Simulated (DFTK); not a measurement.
MoP under changes of volume

One of the cells (14.353 Å³/atom); the others are scaled copies at fixed shape and fractional positions:

```xyz
2
Lattice="3.2230 0.0000 0.0000 -1.6115 2.7912 0.0000 0.0000 0.0000 3.1910" Properties=species:S:1:pos:R:3 pbc="T T T"
Mo    0.0000    0.0000    0.0000
P     0.0000    1.8608    1.5955
```

| Quantity | Value |
| --- | --- |
| Program | DFTK 0.8.2 |
| Functional | BLYP |
| Potentials or basis | dojo.nc.sr.pbe.v0_5.standard.upf (PBE) |
| Cutoff | 1088 eV |
| k mesh | 6 × 6 × 5 |
| Occupations | fermi-dirac, width 0.05 eV |
| Spin | no spin polarisation |

| volume (Å³/atom) | energy over the lowest point (meV/atom) | pressure (GPa) |
| --- | --- | --- |
| 13.492 | 161.97 | 32.0 |
| 13.779 | 110.53 | 25.5 |
| 14.066 | 70.23 | 19.6 |
| 14.353 | 39.97 | 14.3 |
| 14.640 | ? | ? |
| 14.927 | 5.70 | 5.2 |
| 15.214 | 0.00 | 1.3 |

Task: What does the run at 14.640 Å³/atom give?

Result: Energy over the lowest point 18.75 meV/atom; pressure 9.5 GPa.

Worked out: A Birch-Murnaghan fit of order 3 (a polynomial in V^(-2/3)) to the other rows has its minimum at 15.31 Å³/atom, just outside them, with B0 = V·E''(V) = 191 GPa and B' = 4.4 at fixed shape and positions, which overstates the stiffness. It gives 18.76 meV/atom at 14.640 Å³/atom, against the run's 18.75, and -dE/dV = 9.5 GPa, against 9.5.

Energies are extrapolated to zero smearing.

Caveats: all runs use coarse meshes; the minimum lies outside the volumes run; the potentials were made for another functional, which shifts forces and pressure.
